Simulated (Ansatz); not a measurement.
# Ligand exchange: Ge(CH3)(NH2)3 + C3H9N → Ge(NH2)4 + C4H10

Species: Ge(CH3)(NH2)3, singlet; C3H9N (propylamine) `CCCN`, singlet; Ge(NH2)4, singlet; C4H10 (butane) `CCCC`, singlet. The partners trade CH3 for NH2: Ge–CH3 and C–NH2 bonds give way to Ge–NH2 and C–CH3.

Shapes, held fixed at every level: PBE0-D4/def2-TZVP. Flexible molecules stand in one conformer, not always the lowest. Programs: Ansatz 0.2.0. Electronic energies: no zero-point or thermal term.

Q: Estimate ΔE of this reaction.

A: The highest level, CCSD(T)/def2-TZVPP, gives ΔE = -61.5 kJ/mol; the levels span -69.8 to -53.7. The column of differences is taken from that level and isn't an error. No measured value is set beside it here. Relativity is left out for Ge unless named. Correlated rows may include outer-core shells of Ge, which these sets cover unevenly.

| level | kind | ΔE (kJ/mol) | less CCSD(T)/def2-TZVPP |
| --- | --- | --- | --- |
| HF/def2-TZVPP | Hartree–Fock | -69.8 | -8.3 |
| PBE-D4/def2-TZVPP | GGA | -53.7 | +7.8 |
| B3LYP-D4/def2-TZVPP | global hybrid | -59.2 | +2.3 |
| wB97X-V/def2-TZVPP | range-separated hybrid | -60.3 | +1.2 |
| MP2/def2-TZVPP | perturbation theory | -64.7 | -3.2 |
| CCSD/def2-TZVPP | coupled cluster or CI | -62.7 | -1.2 |
| CCSD(T)/def2-TZVPP | coupled cluster or CI | -61.5 | 0.0 |
